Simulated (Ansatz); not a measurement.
# From LDA to G0W0: Ga4P3N (quasi-random alloy, started on the GaP lattice) (P1)

Aim: the quasiparticle gap of Ga4P3N (quasi-random alloy, started on the GaP lattice) (P1), starting from LDA.

Program: Ansatz 0.2.0. Level of theory: LDA, then G0W0 on it, plane waves, PAW. Results are calculated unless marked as measured.

## 1. Set-up

The cell holds 32 atoms: 16 Ga, 12 P and 4 N. Cell: a = 8.924 Å, b = 8.936 Å, c = 8.915 Å, α = 109.3°, β = 109.3°, γ = 109.9°. It derives from GaP.

The structure was relaxed with LDA. The runs that relaxed it are not among those shown. The default PAW set here is soft_2. Its files were made with PBE.

## 2. The LDA band structure

Levels along a band path and on the mesh show where this functional puts the band edges.

This step: DFT, LDA, plane waves, PAW.

Contents of input.yaml:

```yaml
crystal:
  lattice:
    - [-5.1720698227, 5.1221296664, -5.1618321197]
    - [5.1709630415, 5.1330390847, 5.1738483192]
    - [5.1524989673, -5.134145866, -5.1542774638]
  atoms:
    - { symbol: Ga, position: [-0.0055407507, -0.0012591672, -0.0031440747] }
    - { symbol: Ga, position: [0.2490559126, 0.5035991128, 0.2938092581] }
    - { symbol: Ga, position: [0.5257460106, -0.0012485533, 0.4953411122] }
    - { symbol: Ga, position: [0.7943053946, 0.5062378865, 0.7460375796] }
    - { symbol: Ga, position: [0.7486324702, 0.2495044373, 0.0032308896] }
    - { symbol: Ga, position: [0.0100303118, 0.7567072845, 0.2556857644] }
    - { symbol: Ga, position: [0.2526592221, 0.2798525961, 0.5030630618] }
    - { symbol: Ga, position: [0.4771775851, 0.7221061209, 0.7582090363] }
    - { symbol: Ga, position: [0.4937856281, 0.5262530459, -0.0017537568] }
    - { symbol: Ga, position: [0.7098768078, -0.0349980478, 0.2382402406] }
    - { symbol: Ga, position: [0.0253137384, 0.4964773335, 0.5263534121] }
    - { symbol: Ga, position: [0.2533401664, 0.0057422494, 0.7470102522] }
    - { symbol: Ga, position: [0.2453024989, 0.7097548889, -0.0303518757] }
    - { symbol: Ga, position: [0.5053244, 0.2573799081, 0.250789929] }
    - { symbol: Ga, position: [0.7524454058, 0.7891908206, 0.5052993541] }
    - { symbol: Ga, position: [-0.0294562364, 0.246859349, 0.7163039195] }
    - { symbol: P, position: [0.0044699684, 0.2591929069, -0.0012707143] }
    - { symbol: P, position: [0.257758945, 0.7425133457, 0.2455446887] }
    - { symbol: P, position: [0.5103846205, 0.2568532998, 0.5069453931] }
    - { symbol: P, position: [0.740418097, 0.7422237305, 0.7426276744] }
    - { symbol: P, position: [0.7501857447, 0.506262666, -0.0072348416] }
    - { symbol: P, position: [-0.0094512542, 0.0053903856, 0.2547796857] }
    - { symbol: "N", position: [0.2507290327, 0.5055086109, 0.521029174] }
    - { symbol: P, position: [0.5012419253, -0.0149031674, 0.7437590622] }
    - { symbol: "N", position: [0.4846679845, 0.7396004553, -0.0078344479] }
    - { symbol: P, position: [0.7576461012, 0.2440409062, 0.2609024459] }
    - { symbol: P, position: [-0.004076669, 0.743664584, 0.5032570517] }
    - { symbol: P, position: [0.2409734713, 0.2587494136, 0.7459538966] }
    - { symbol: P, position: [0.2500103955, -0.0141750726, -0.0036186508] }
    - { symbol: P, position: [0.498575069, 0.5156418491, 0.2569821389] }
    - { symbol: "N", position: [0.7471430253, 0.0054116061, 0.4916597141] }
    - { symbol: "N", position: [0.0113249774, 0.491865215, 0.7423936272] }
kpoints:
  mp_grid: { grid: [4, 4, 4] }
  band_path:
    path:
      - [[0.0, 0.0, 0.0], [0.5, 0.0, 0.0]]
      - [[0.0, 0.5, 0.0], [0.0, 0.0, 0.0], [0.0, 0.0, 0.5]]
      - [[0.5, 0.5, 0.5], [0.0, 0.0, 0.0]]
    npoints: 10
hamiltonian:
  xc: lda
scf:
  occupations: { method: fermi_dirac, width: 0.02 }
  n_extra_bands: 14
output:
  eigenvalues: true
  write_density: true
  write_potential: true
  elf: true
  volumetric_format: npy
```

Launch:

```
$ ansatz run input.yaml --threads 3 --pin off --max-ram 92160MiB --backend cuda --events-out ev --progress --plain --runs-dir out --devices 1 --max-vram 13GiB  # rebuilt from the run's record
```

Numbers of over 12 decimals in the logs are rounded to 6 here.

The log of the run:

```text
scf.n_extra_bands = 14 over 144 filled bands (N_el = 288.0): the run solves 158 bands
GPUs: using 1 of 1 available (devices: 1).
Engine: ansatz 0.2.0, x86_64-unknown-linux-gnu
Pseudopotentials: kind: paw
Pseudopotential: Ga, paw, valence charge 13, recommended cutoff 420 eV (normal), Ga.paw.azcp
Pseudopotential: P, paw, valence charge 5, recommended cutoff 420 eV (normal), P.paw.azcp
Pseudopotential: N, paw, valence charge 5, recommended cutoff 420 eV (normal), N.paw.azcp
Functional definition: SPW92
  exchange = slater_x
  correlation = pw_c
device memory: the entry about to start is reckoned to put 9.4 GiB on a device that reports 50.1 GiB free (of which the cap on the GPU budget leaves the run 13.0 GiB)
GPU FFT provider: cuFFT
GPU libraries: cuBLAS 13.8.2, cuFFT 12.4.0, cuSOLVER 12.3.4
Crystal: 32 atoms, lattice volume = 546.075 Å³
Basis set: ecut = 420 eV, 10701 PW (Γ)
Bands: 158, of which v1, the nominal top of the filled ones, is band 144 counted from 1 (143 counted from 0)
Symmetry: 1 space group operations
Space group: P1 (ITA 1), of the structure as read, at distance tolerance 8.2e-5 Å
k-points: 36 of 64 (time reversal used)
Non-local potential: Ga, projectors of the file, l = 0: 2, l = 1: 2, l = 2: 3, l = 3: 1
Non-local potential: P, projectors of the file, l = 0: 2, l = 1: 2, l = 2: 2
Non-local potential: N, projectors of the file, l = 0: 2, l = 1: 2, l = 2: 1
PAW form: soft (Blöchl's): semilocal exchange-correlation on the pseudo side does not see the compensation charge
PAW frozen core: Ga, regenerated for the run's functional, and the local potential with it (the file was generated under x = pbe(κ = 0.804, μ = 0.219515), c = pbe(β = 0.066725))
PAW frozen core: P, regenerated for the run's functional, and the local potential with it (the file was generated under x = pbe(κ = 0.804, μ = 0.219515), c = pbe(β = 0.066725))
PAW frozen core: N, regenerated for the run's functional, and the local potential with it (the file was generated under x = pbe(κ = 0.804, μ = 0.219515), c = pbe(β = 0.066725))
PAW one-centre angular grid: Ga, 590 points (default); XC on 64 Gauss nodes
PAW one-centre angular grid: P, 110 points (default); XC on 64 Gauss nodes
PAW one-centre angular grid: N, 110 points (default); XC on 64 Gauss nodes
Initial density: superposition of atomic densities (neutral atoms: chi_scale 0, normalization atom), corrected by the library's trained network
Initial wavefunctions: pseudopotential atomic-orbital guess
GPU buffer pool allocated for 216000 grid points (all kernels)
GPU transforms: local potential and band sums: pruned to the plane-wave sphere, on 60×60×60
Functional: x = slater, c = lda
SCF iter   1: F=—  HF=-69529.850740 eV  |F-HF|=—  |Δ(HF+E_count)|=         —  Δρ=8.57e-3  dr2=3.70e-1  ethr=1.77e-3  ⟨swp⟩=7.9  Hψ=23763  notcnv=0  defer=4
preconditioner: auto → Resta (q_TF=auto, 2.452 Å⁻¹)  ε∞=5.1  [insulator: Δε(μ)=0.249 eV  Ē_g=13.356 eV  σ=0.020 eV  W_gap=1.00  n_scr=140 (ndim 8)  ℏωp=27.0 eV  f_vac=0.002  D(μ)=0.01/eV (n_scr^D=0)  ε∞_Penn≈5.1]
SCF iter   2: F=—  HF=-69529.759465 eV  |F-HF|=—  |Δ(HF+E_count)|=   9.13e-2  Δρ=3.58e-3  dr2=6.97e-2  ethr=1.28e-4  ⟨swp⟩=3.2  Hψ=13051  notcnv=0  defer=296
SCF iter   3: F=—  HF=-69529.744720 eV  |F-HF|=—  |Δ(HF+E_count)|=   1.47e-2  Δρ=1.68e-3  dr2=1.37e-2  ethr=2.42e-5  ⟨swp⟩=3.0  Hψ=7334  notcnv=0  defer=296
SCF iter   4: F=—  HF=-69529.742114 eV  |F-HF|=—  |Δ(HF+E_count)|=   2.61e-3  Δρ=4.07e-4  dr2=7.30e-4  ethr=4.75e-6  ⟨swp⟩=2.1  Hψ=10646  notcnv=0  defer=296
SCF iter   5: F=—  HF=-69529.740911 eV  |F-HF|=—  |Δ(HF+E_count)|=   1.20e-3  Δρ=1.70e-4  dr2=1.53e-4  ethr=2.53e-7  ⟨swp⟩=2.9  Hψ=10659  notcnv=0  defer=296
SCF iter   6: F=—  HF=-69529.740852 eV  |F-HF|=—  |Δ(HF+E_count)|=   5.94e-5  Δρ=4.97e-5  dr2=1.49e-5  ethr=5.32e-8  ⟨swp⟩=2.4  Hψ=10604  notcnv=0  defer=296
SCF iter   7: F=—  HF=-69529.741312 eV  |F-HF|=—  |Δ(HF+E_count)|=   4.60e-4  Δρ=2.20e-5  dr2=3.29e-6  ethr=5.17e-9  ⟨swp⟩=2.1  Hψ=10752  notcnv=0  defer=296
SCF iter   8: F=—  HF=-69529.741312 eV  |F-HF|=—  |Δ(HF+E_count)|=   1.51e-7  Δρ=1.19e-5  dr2=8.79e-7  ethr=1.14e-9  ⟨swp⟩=2.4  Hψ=10644  notcnv=0  defer=296
SCF iter   9: F=-69529.741312 eV  HF=-69529.741312 eV  |F-HF|=5.97e-9  |Δ(HF+E_count)|=   1.77e-7  Δρ=2.64e-6  dr2=3.43e-8  ethr=3.47e-11  ⟨swp⟩=9.2  Hψ=23394  notcnv=0
SCF 1 converged in 9 iterations: F = -69529.741312 eV  dr2 = 3.43e-8
  greatest PAW one-centre occupation: 0.995 electrons in one spin orbital (limit 2), on the Ga atom at site 10 (counted from 0), in its partial waves of l = 2
device memory: the entry about to start is reckoned to put 6.5 GiB on a device that reports 46.8 GiB free (of which the cap on the GPU budget leaves the run 13.0 GiB)
NSCF: frozen V_eff on 43 k-points
SCF converged after 9 iterations
Free energy (F): -69529.741312 eV
Harris-Foulkes:  -69529.741312 eV  (|F-HF|=5.97e-9)
Internal energy: -69529.741305 eV  (E = F + TS)
E sigma→0 (E₀):  -69529.741308 eV
Entropy (-TS):   -0.000007 eV (-0.000 meV/atom)
Fermi energy:    8.456717 eV
--- Per-component energies (eV) ---
  E_band       = -737.287983
  E_kinetic    = 3239.071105
  E_local      = -34882.136834  (includes V_loc(G=0)·N_el)
  E_nonlocal   = 7455.270295
  E_hartree    = 16127.998732
  E_xc         = -2080.694426
  E_vxc        = -1982.610895  (∫ρ·V_xc dr)
  E_paw        = -37570.811771  (= ΣΔE_a)
  E_vpaw       = -6822.882003  (= ΣTr[D̂ρ^β])
  E_aug_tail   = -0.001514  (compensation charges beyond the density's cutoff)
  E_ewald      = -21847.820964
  E_core_change = 29.384073  (= ΣΔE_core)
  E_smearing   = -0.000007  (= −TS)
  E_closure    = 0.000000  (closes the sum)
  Σ components = -69529.741312   (vs F -69529.741312, Δ=0.00e0)
--- Band table (eV; the first three rows and the last of 36) ---
  k-point 0: bands = [... 140 lower, 7.4239, 7.9629, 8.0825, 8.2740, 8.6045, 9.3833, 9.5170, 9.9109, ... 10 higher]
  k-point 1: bands = [... 140 lower, 7.2596, 7.5239, 7.6745, 8.0168, 9.2538, 9.7330, 9.8921, 10.2438, ... 10 higher]
  k-point 2: bands = [... 140 lower, 7.1250, 7.1759, 7.4891, 7.9460, 9.8207, 9.8630, 10.1872, 10.3897, ... 10 higher]
  k-point 35: bands = [... 140 lower, 7.2376, 7.3028, 7.3633, 7.4279, 9.1531, 9.7067, 9.8061, 10.5308, ... 10 higher]
```

Elapsed: 14 s, on 1 × NVIDIA H100 80GB HBM3 (shared by 6 runs) with 3 threads of AMD EPYC 7R13 (Zen 3), shared host; peak memory 2 GiB.

Numbers from this step:

- filled bands: 144
- gap: 0.3142 eV
- valence top at: k = (-0.500, -0.500, 0.000)
- conduction bottom at: Γ
- least direct gap: 0.3305 eV

Over mesh and path the gap is 0.314 eV, in a supercell, where edges may be folded.

The electronic bands at the labelled points (eV, zero at the top of the highest nominally filled band):

```csv
point,band 141,band 142,band 143,band 144,band 145,band 146,band 147,band 148
Γ,-0.87,-0.33,-0.21,-0.02,0.31,1.09,1.23,1.62
halfway,-1.05,-0.81,-0.54,-0.32,0.98,1.49,1.56,2.05
X,-1.38,-1.09,-0.65,-0.61,1.59,1.67,1.87,2.02
jump to Y,-1.34,-1.10,-0.84,-0.31,1.36,1.71,1.87,2.23
halfway,-1.07,-0.83,-0.46,-0.24,0.96,1.46,1.61,2.01
Γ,-0.87,-0.33,-0.21,-0.02,0.31,1.09,1.23,1.62
halfway,-1.03,-0.77,-0.62,-0.27,0.96,1.44,1.60,1.95
Z,-1.17,-1.11,-0.80,-0.34,1.53,1.57,1.90,2.10
jump to R,-1.05,-0.99,-0.93,-0.86,0.86,1.42,1.52,2.24
halfway,-0.78,-0.61,-0.49,-0.37,0.92,1.35,1.68,1.87
Γ,-0.87,-0.33,-0.21,-0.02,0.31,1.09,1.23,1.62
```

ELF in the ac plane at fractional y = 0.504, with atoms of Ga and P and N within 0.2 Å of it. It is the smooth field of the valence electrons, not physical close to the nuclei.

Ten even steps from '0' (0.02) to '9' (0.89), each cell a mean:
```
0000000012100138950167510
0011000022211248976897410
3443100012222247899975311
7886200012221124576532225
7887200001100001233101258
3586200000000000121000378
4784100000000001221001487
9852001221100001222112589
5321235664100001222222356
1112478886200001222211122
0003784686100000011000121
0014962684000000000001221
1125887862000000000001221
2225787532112222100001222
2112443222455666410001222
0001210023787788520000111
0012201025982378510000000
0012200138930167410000000
0022212259821476200000000
0022222258888974101222210
0012211137999752124566420
0001100025764333467788620
0000000013321124785368620
0000000012200026970037520
```
Columns run along a (8.9 Å), rows up along c (8.9 Å). Atoms in or near the plane, at fractional coordinates: Ga at (0.25, 0.29), Ga at (0.79, 0.75), Ga at (0.49, 0.00), Ga at (0.03, 0.53), P at (0.75, 0.99), N at (0.25, 0.52), P at (0.50, 0.26), N at (0.01, 0.74).

Valence density in the ac plane at fractional y = 0.504, with atoms of Ga and P and N within 0.2 Å of it. It is the smooth field of the valence electrons, not physical close to the nuclei.

Ten steps, logarithmic in the rise over the least value, from '_' (0 e/Å³) to '@' (36 e/Å³), each cell a mean:
```
__________________..--##%%++::..::::....::..______
__________________..::====::......::::::::..______
____________________......______....::::....______
::::::..__________________________....::::::..__..
====--..__________________________..::==**==::..::
++==--..__________________________..==%%@@**::::==
====::..__________________________..++%%%%==::::==
--::..____________________________..--==--....::--
::::....____......________________........____....
==++==....::----::..____________________________..
%%@@++::::======--..__________________________..==
@@%%==::--==++==::..__________________________::++
++==::..::====--..____________________________..==
....__....::::::..____________________________....
________....::::....______....____________________
________..--****--..............__________________
________::##@@%%--..::::....::..__________________
______..--##%%++::..::..__..::..__________________
______..::----::....::..........__________________
________......____..::::::::..____________________
____________________..::::....__________..________
____________________....::::..____..........______
____________________..--====::..........::....____
____________________::**%%##::..::::..__....______
```
Columns run along a (8.9 Å), rows up along c (8.9 Å). Atoms in or near the plane, at fractional coordinates: Ga at (0.25, 0.29), Ga at (0.79, 0.75), Ga at (0.49, 0.00), Ga at (0.03, 0.53), P at (0.75, 0.99), N at (0.25, 0.52), P at (0.50, 0.26), N at (0.01, 0.74).

(Part 1 of 3 ends here.)

[Paths, hosts, dates, memory and timing lines, banners, echoed tables and standing remarks are left out of the program output.]

[Logs are printed without paths, hosts, clocks, repeated set-up lines and the standing remarks that a program may print on its own settings, such as how far it seeks lower states.]

[Runs of the session that timed out or met a known fault of the program may be left out.]

[Cells called generated may have been cut or substituted from an entry of the Crystallography Open Database or the Materials Project.]

[Hosts, paths, dates, database ids (printed as entryN), source tags and the programs' standing remarks are cut or masked in the printed files.]

[Where an RPA ε∞ is given, it is that of the G0W0 mesh and is not shown converged in it. Names of k-points follow the symmetry that the program found, which can be lower than the space group named. Band edges on a path are those of the sampled points; other points can move an edge, and change direct to indirect where valleys lie close.]

[Hybrid gaps are those of their k-mesh and are not shown converged in it.]
